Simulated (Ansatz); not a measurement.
## FeS2: Fe-57 Mössbauer parameters

Cell: a measured structure from the Crystallography Open Database (COD), atoms as given.

Space group Pa-3 (No. 205); a = 5.4179 Å.

| site | Wyckoff | site symmetry | x | y | z |
| --- | --- | --- | --- | --- | --- |
| Fe | 4a | .-3. | 0.0000 | 0.0000 | 0.0000 |
| S | 8c | .3. | 0.3840 | 0.3840 | 0.3840 |

One atom of each set is listed.

Method: Kohn–Sham DFT in Ansatz, PBE, plane waves and PAW, scalar-relativistic, collinear spin, 420 eV cutoff, Γ-centred 8×8×8 k-points, Fermi–Dirac smearing 0.05 eV. Start moments as typed (μB): 3 on each Fe, none on the rest.

Isomer shifts (against α-Fe) follow from the electron density at the nucleus, δ = α(ρ − ρ₀), with α = -0.366 mm s⁻¹ a₀³ and ρ₀ = 14904.00 a₀⁻³ from a line fitted to 10 measured compounds at this level of theory (rms miss 0.11 mm/s). ΔE_Q = ½eQV_zz(1 + η²/3)^½ with Q = 0.160 b for the 14.4 keV state.

Task: What would the Fe-57 spectrum's parameters be?

Result: 

```csv
site,atoms,first shell,ρ − ρ₀ (a₀⁻³),δ (mm/s),ΔE_Q (mm/s),η
Fe,4,6 S at 2.26 Å,-0.86,0.31,-0.63,0.00
```

The shift of Fe is in the range of low-spin iron, and the site carries no moment.

With these PAW files V_zz is typically within 2 to 3 % of all-electron values, but misses above 10 % occur on Fe. The start moments die out, and the run ends without spin.
